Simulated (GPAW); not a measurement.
# BN (P1) in GPAW: reference runs

How does BN come out in PBE? The cell is run as given.

All numbers are computed with GPAW 26.7.0; they aren't measurements. Logs are shortened: lines on timing, memory, paths and dates and some standing lists are left out, and cuts for length are marked. The log counts tension as positive stress, the text compression.

### Step 1. The cell of the first run

The typed cell holds 2 atoms: a = 2.846 Å, b = 2.565 Å, c = 2.364 Å, α = 54.54°, β = 65.74°, γ = 56.38°.

The cell comes from a database or a generator and needn't be the stable form of this composition.

### Step 2. Single point, PBE (cell sheared at random, sigma 0.1, atoms nudged by 0.01 Å)

run.py

```python
from ase import Atoms
from ase.dft.bandgap import bandgap
from ase.io import write
from ase.units import Bohr, GPa
from gpaw import GPAW, PW
from gpaw.elf import elf_from_dft_calculation

atoms = Atoms(['B', 'N'],
              cell=[[-0.16677733, 1.82453553, 2.17833454],
                    [1.74589359, 0.13819903, 1.87335818],
                    [1.7792443, 1.55290988, 0.10484832]],
              scaled_positions=[[0.00435072, 0.99683766, 0.99671018],
                                [0.74564928, 0.75316234, 0.75328982]],
              pbc=True)

calc = GPAW(mode=PW(800),
            xc='PBE',
            kpts={'size': (11, 14, 14), 'gamma': True},
            occupations={'name': 'fermi-dirac', 'width': 0.05},
            nbands=11,
            convergence={'density': 1e-05, 'energy': 1e-05},
            maxiter=150,
            txt='gpaw.txt')
atoms.calc = calc
energy = atoms.get_potential_energy()
forces = atoms.get_forces()
stress = atoms.get_stress()
calc.write('gs.gpw')
write('result.traj', atoms)
print(f'Energy: {energy:.6f} eV')
print('Forces (eV/A):')
print(forces.round(4))
print('Stress (GPa):', (stress / GPa).round(3))
print('Fermi level:', round(calc.get_fermi_level(), 4), 'eV')
print(f'Gap: {bandgap(calc)[0]:.4f} eV, direct: {bandgap(calc, direct=True)[0]:.4f} eV')

# fields on the real-space grid
write('density.cube', atoms, data=calc.get_pseudo_density() * Bohr**3)
write('potential.cube', atoms, data=calc.get_electrostatic_potential())
write('elf.cube', atoms, data=elf_from_dft_calculation(calc).data)
```

Potentials or basis: GPAW PAW data sets (gpaw-data 1.2.1), pw.

The run is started by

```bash
$ OMP_NUM_THREADS=1 python run.py
```

gpaw.txt:

```text
__  _  _
 | _ |_)|_||  |
 |__||  | ||/\| - 26.7.0

Input parameters:
  mode=PW(ecut=800.0),
  convergence={'density': 1e-05, 'energy': 1e-05},
  kpts=MonkhorstPack(size=(11, 14, 14), gamma=True),
  maxiter=150,
  nbands=11,
  occupations=Occupations(name='fermi-dirac', width=0.05),
  xc=XC(name='PBE')

Diagonalizing LCAO Hamiltonian
Converting LCAO to pw mode

        N
         B

Atoms  # Å, Bohr magnetons
|   | symbol |        x |        y |        z |    initial magnetic moments |
|---|--------|----------|----------|----------|-----------------------------|
| 0 |      B | 3.513038 | 1.693501 | 1.981415 | ( 0.0000,  0.0000,  0.0000) |
| 1 |      N | 2.530871 | 2.634341 | 3.114198 | ( 0.0000,  0.0000,  0.0000) |

Unit cell  # Å
| periodic |         x |        y |        z |  lengths |    angles |
|----------|-----------|----------|----------|----------|-----------|
|      yes | -0.166777 | 1.824536 | 2.178335 | 2.846381 | 54.535168 |
|      yes |  1.745894 | 0.138199 | 1.873358 | 2.564511 | 65.736944 |
|      yes |  1.779244 | 1.552910 | 0.104848 | 2.363944 | 56.378780 |

Number of symmetries: 1
Symmetry operations  # r_c * U_cc + t_c -> r_c
|   | kind |            matrix            |
|---|------|------------------------------|
| 0 |  E   |  1, 0, 0,  0, 1, 0,  0, 0, 1 |

BZ-sampling:
  Number of BZ points: 2156
  Number of IBZ points: 1080

  Monkhorst-Pack size: [11, 14, 14]
  Monkhorst-Pack shift: [0.0, 0.03571428571428571, 0.03571428571428571]

K-points  # in reciprocal-cell coordinates
|      |                                coordinates |     weight |
|------|--------------------------------------------|------------|
|    0 | (  0.00000000,   0.00000000,   0.00000000) | 0.00046382 |
|    1 | (  0.00000000,   0.00000000,   0.07142857) | 0.00092764 |
|    2 | (  0.00000000,   0.00000000,   0.14285714) | 0.00092764 |
|    3 | (  0.00000000,   0.00000000,   0.21428571) | 0.00092764 |
|    4 | (  0.00000000,   0.00000000,   0.28571429) | 0.00092764 |
|    5 | (  0.00000000,   0.00000000,   0.35714286) | 0.00092764 |
|    6 | (  0.00000000,   0.00000000,   0.42857143) | 0.00092764 |
|    7 | (  0.00000000,   0.00000000,   0.50000000) | 0.00046382 |
|    8 | (  0.00000000,   0.07142857,  -0.42857143) | 0.00092764 |
|    9 | (  0.00000000,   0.07142857,  -0.35714286) | 0.00092764 |
|  ... |                                            |            |
| 1079 | (  0.45454545,   0.50000000,   0.50000000) | 0.00092764 |

Plane wave coefficients: 610
Cutoff: 800.0 eV

Spin-components: 1 (collinear spins)
Bands:           11
Projectors:      10
Spin-degeneracy: 2
Datatype:        complex128

Parallelization:
  kpt:    1
  domain: 1
  band:   1

Density:
  Valence electrons: 8.0
  Components: 1
  Grid points: [20 18 16]
  Charge: 0.0  # |e|

Potential:
  Grid points: [20 18 16]

species:
  B:
    name:    Boron
    Z:       5.0
    valence: 3
    core:    2
    charge:  0.0  # [|e|]
    compensation charges:
      type: gauss
      rc: 0.20  # [Å]
      lmax: 2
    cutoffs:
      filter: 1.14  # [Å]
      core: 1.38  # [Å]
    projectors
    | kind |    occ | energy [eV] | rcut [Å] |
    |------|--------|-------------|----------|
    |   2s |  2.000 |      -9.443 |    0.635 |
    |   2p |  1.000 |      -3.606 |    0.635 |
    |    s |        |      17.768 |    0.635 |
    |    p |        |      23.605 |    0.635 |
    |    d |        |       0.000 |    0.635 |

    Using partial waves for B as LCAO basis

  N:
    name:    Nitrogen
    Z:       7.0
    valence: 5
    core:    2
    charge:  0.0  # [|e|]
    compensation charges:
      type: gauss
      rc: 0.18  # [Å]
      lmax: 2
    cutoffs:
      filter: 1.11  # [Å]
      core: 0.96  # [Å]
    projectors
    | kind |    occ | energy [eV] | rcut [Å] |
    |------|--------|-------------|----------|
    |   2s |  2.000 |     -18.583 |    0.603 |
    |   2p |  3.000 |      -7.089 |    0.529 |
    |    s |        |       8.629 |    0.603 |
    |    p |        |      20.123 |    0.529 |
    |    d |        |       0.000 |    0.577 |

    Using partial waves for N as LCAO basis

Reference energy: -2151.211071  # eV

eigensolver:
  PPCG
  Converge bands: occupied
  niter=2

density mixing:
  MSR1-Mixer
  Pratt-step length: 0.05
  Maximum mixing coefficient: 0.75
  Old densities: 10
  SVD Regularization: 0.005
  Good broyden scale: 1.0
  Trust region scale: 1.0
  Backstep threshold: 4.0
  History deletion threshold: 6.0
  Fourier metric: weight=20.0, sigma=0.015

occupation numbers:
  Fermi-Dirac:
    width: 0.0500  # eV

poisson solver:
  ecut: 6400.0  # eV

xc functional:
  name: PBE with 2 nearest neighbor stencil

convergence criteria:
- Maximum integral of absolute [dens]ity change: 1e-05 electrons / valence electron
- Maximum [total energy] change in last 3 cyles: 1e-05 eV / valence electron
- Maximum integral of absolute [eigenst]ate change: 4e-08 eV^2 / valence electron
maximum number of iterations: 150

SCF iterations
|iter     | |      energy | eigst |  dens |
|---------|-|-------------|-------|-------|
|iter:   1| |  -17.098088 | +0.17 |       |
|iter:   2| |  -16.865935 | -2.00 | -0.71 |
|iter:   3| |  -15.995129 | -1.30 | -0.75 |
|iter:   4| |  -15.982806 | -2.73 | -1.37 |
|iter:   5| |  -15.982389 | -3.41 | -1.79 |
|iter:   6| |  -15.982504 | -4.95 | -2.48 |
|iter:   7| |  -15.982506 | -6.73 | -3.34 |
|iter:   8| |  -15.982506c| -7.88c| -3.97 |
|iter:   9| |  -15.982506c| -7.84c| -4.72 |
|iter:  10| |  -15.982506c| -9.07c| -5.59c|

Converged in 10 steps
Energy contributions relative to reference atoms: (reference = -2151.211071)

Energy contributions:
  Kinetic:          20.933433
  Coulomb:         -18.148614
  Zero:              0.098204
  External:          0.000000
  Xc:              -18.865529
  Entropy:          -0.000000
  Spinorbit:         0.000000
  ----------------------------
  Free energy:     -15.982506
  Extrapolated:    -15.982506

dipole moment: (7.769486, 1.402993, 1.620736)  # |e|*Ang

Fermi level: 12.506
Eigenvalues  # (at kpt = [0.000, 0.000, 0.000])
| band index |      eig [eV] | occ [0-2] |
|------------|---------------|-----------|
|          0 |       -10.144 |     2.000 |
|          1 |         9.164 |     2.000 |
|          2 |        10.095 |     2.000 |
|          3 |        11.874 |     2.000 |
|          4 |        14.045 |     0.000 |
|          5 |        19.011 |     0.000 |
|          6 |        22.895 |     0.000 |
|          7 |        25.263 |     0.000 |
|          8 |        34.638 |     0.000 |
|          9 |        34.885 |     0.000 |
|         10 |        37.082 |     0.000 |

Gap: 1.256 eV
Transition (v -> c):
  (s=0, k=0, n=3, [0.00, 0.00, 0.00]) -> (s=0, k=981, n=4, [0.45, 0.00, 0.50])
Direct/indirect transitions are different
Direct gap: 2.171 eV
Transition at: (s=0, k=0, n=3, [0.00, 0.00, 0.00])

Forces  # eV/Ang
|        x |        y |        z |
|----------|----------|----------|
|  0.52892 | -0.31353 | -1.36162 |  # B    0
| -0.52917 |  0.31346 |  1.36160 |  # N    1

Stress tensor  # eV/Ang^3
|         x |         y |         z |
|-----------|-----------|-----------|
| -0.106439 | -0.204067 | -0.219380 |
| -0.204067 | -0.499893 |  0.649730 |
| -0.219380 |  0.649730 |  0.079144 |

# Writing to gs.gpw (mode='')
```

stdout:

```text
Energy: -15.982506 eV
Forces (eV/A):
[[ 0.5289 -0.3135 -1.3616]
 [-0.5292  0.3135  1.3616]]
Stress (GPa): [-17.053 -80.092  12.68  104.098 -35.149 -32.695]
Fermi level: 12.5062 eV
Gap: 1.2565 eV, direct: 2.1711 eV
```

Wall time 2.1 min (1 thread of Arm Neoverse V2, shared host); peak memory 0.38 GiB.

What came out:

* Free energy: -15.9825 eV
* Pressure: 28.2 GPa
* Largest force: 1.494 eV/Å
* Band gap on the k mesh: 1.26 eV, indirect (least direct gap 2.17 eV)

Forces on the atoms (eV/Å):
```
B    0.529 -0.314 -1.362
N   -0.529  0.313  1.362
```

Levels at points of the mesh, in eV from the valence-band top:
```
           k point  band 1  band 2  band 3  band 4  band 5  band 6  band 7
(0.00, 0.00, 0.00)  -22.02   -2.71   -1.78    0.00    2.17    7.14   11.02
(0.00, 0.00, 0.50)  -16.45  -11.83   -5.44   -2.26    5.33    7.83   10.18
(0.00, 0.50, 0.00)  -16.59  -11.84   -5.71   -2.54    2.71    9.41   12.03
(0.00, 0.50, 0.50)  -16.72  -10.89   -7.68   -3.24    1.57   11.88   13.60
```

Caveat: a pressure of tens of GPa on the cell as given is suspect, and the run, the potentials or the cell itself is likely at fault; an odd mesh through Γ misses points on the zone boundary, where band edges often lie; forces of over 1 eV/Å show positions far from the minimum, so gaps and moduli don't describe the material at rest.
